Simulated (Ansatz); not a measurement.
# How much do the gradients of SiO2 depend on the method?

Cell: a Materials Project structure (computed, not necessarily an observed phase), taken as it stands.

Space group P-4m2 (No. 115); a = 6.9114, c = 6.4185 Å.

```
site  Wyckoff  site symmetry       x       y       z
 Si1       4j            .m.  0.2696  0.0000  0.1194
 Si5       1d           -4m2  0.0000  0.0000  0.5000
  O6       4j            .m.  0.1917  0.0000  0.3564
 O10       4h            ..2  0.1911  0.1911  0.0000
 O14       2g           2mm.  0.5000  0.0000  0.1205
```

One atom of each set is listed.

First run. Level of theory: DFT, PBE, plane waves and PAW, scalar-relativistic, 420 eV cutoff, Γ-centred 4×4×4 k-points, Fermi–Dirac smearing 0.02 eV (Ansatz 0.2.0).

| site | V_zz (10²¹ V/m²) | η |
| --- | --- | --- |
| Si1 | 0.68 | 0.99 |
| Si5 | -1.12 | 0.00 |
| O6 | 9.32 | 0.20 |
| O10 | 9.11 | 0.26 |
| O14 | 10.38 | 0.02 |

Second run. The same atoms and settings, except that the functional is r2SCAN and the cutoff is 500 eV.

Q: What does the second run give?

A: 

```json
{"site": "Si1", "V_zz": "-0.70", "η": "0.97", "change of V_zz": "–"}
{"site": "Si5", "V_zz": "-1.10", "η": "0.00", "change of V_zz": "+0.02"}
{"site": "O6", "V_zz": "9.21", "η": "0.21", "change of V_zz": "-0.11"}
{"site": "O10", "V_zz": "8.99", "η": "0.27", "change of V_zz": "-0.12"}
{"site": "O14", "V_zz": "10.28", "η": "0.02", "change of V_zz": "-0.10"}
```

The largest change of V_zz along a kept axis is on O10, from 9.11 to 8.99. In per cent, |V_zz| changes by -2 on Si, -1 on O (all sites that start above 0.5, bar those whose gradient vanishes or changes sign or whose main axis turns by over 40°). On Si1 the largest principal value lies along another axis in the second run, so the two V_zz can't be compared directly.

For the first run: The largest force is 0.4 eV/Å, so the atoms aren't at the calculated equilibrium and relaxing them would move these values.
